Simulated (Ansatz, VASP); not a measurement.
**Two plane-wave programs on Ag**

Contents of INCAR:

```
  PREC = Accurate
  ENCUT = 600
  EDIFF = 1E-7
  ISMEAR = -1
  SIGMA = 0.1
  LREAL = F
  LASPH = T
  NELM = 100
  ALGO = Normal
  ISIF = 3
  LWAVE = F
  LCHARG = F
  GGA = CA
  IBRION = 2
  NSW = 80
  EDIFFG = -0.01
```

File KPOINTS:

```
Automatic mesh
0
Gamma
  14 14 14
```

Contents of POSCAR:

```
Ag
1.0
   -1.6216095446      1.6216095446      1.6216095446
    1.6216095446     -1.6216095446      1.6216095446
    1.6216095446      1.6216095446     -1.6216095446
Ag
1
Direct
    0.0000000000      0.0000000000      0.0000000000
```

Input for Ansatz:

```yaml
crystal:
  lattice:
    - [-1.6216095446, 1.6216095446, 1.6216095446]
    - [1.6216095446, -1.6216095446, 1.6216095446]
    - [1.6216095446, 1.6216095446, -1.6216095446]
  atoms:
    - { symbol: Ag, position: [0.0, 0.0, 0.0] }
hamiltonian:
  xc: lda
  pseudopotentials:
    kind: paw
    azcp:
      Ag: "pseudopotentials/Ag.paw.azcp"
basis:
  ecutwfc: 420
  fft_grid_basis: typed
kpoints:
  mp_grid: { grid: [14, 14, 14], shift: [0, 0, 0] }
magnetization:
  spin_polarized: false
scf:
  occupations: { method: fermi_dirac, width: 0.1 }
relax:
  max_steps: 60
  f_tol: 0.01
  cell: {}
output:
  write_density: true
  write_potential: true
  elf: true
  volumetric_format: npy
```

The cell was built by a generator and needn't be a form met in nature.

Alike in both runs: task relaxation of cell and atoms; functional LDA; k mesh 14 × 14 × 14; occupations fermi-dirac, width 0.1 eV; no spin polarisation.

|  | VASP | Ansatz |
| --- | --- | --- |
| version | VASP 6.6.1 | Ansatz 0.2.0 |
| potentials or method | VASP PAW LDA potentials, release 64 (Ag) | plane waves (420 eV) with PAW, scalar-relativistic |
| plane-wave cutoff (eV) | 600 | 420 |
| valence electrons in the cell | 11 | 19 |

```csv
,VASP,Ansatz,Ansatz less VASP
relaxed volume (Å³/atom),16.14,16.12,-0.024
relaxed cell length with the largest relative difference (Å),2.758,2.756,-0.0014
energy change over the relaxation (meV/atom),-19,-20,-0.9
```

The two sets of potentials don't hold the same shells in valence. Ansatz warned: «pseudo_functional_mismatch».
